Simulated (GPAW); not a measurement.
The system is V.

```
CELL_PARAMETERS angstrom
-1.51435 1.51435 1.51435
1.51435 -1.51435 1.51435
1.51435 1.51435 -1.51435
ATOMIC_POSITIONS crystal
V 0.00000 0.00000 0.00000
```

Base run:

| Item | Value |
| --- | --- |
| Program | GPAW 26.7.0 |
| Functional | PBEsol |
| Potentials or basis | PAW data sets generated in the run's folder for this functional |
| Cutoff | 600 eV |
| Basis | pw |
| k mesh | 12 × 12 × 12 |
| Occupations | fermi-dirac, width 0.05 eV |
| Spin | collinear spin, ferromagnetic start |
| Starting moments | [2.0] μB |
| Hubbard terms | V d U = 3 eV |

Its results: pressure 0.9 GPa; net moment 0.92 μB per cell; site moments V +0.79 μB.

Task: The run is repeated on the same cell with these changes: hubbard terms from V d U = 3 eV to V d U = 1 eV. What comes out?

Result: Pressure -8.2 GPa; net moment 0.41 μB per cell; site moments V +0.33 μB.

Caveats: the U is typed as a test and isn't derived for this compound.
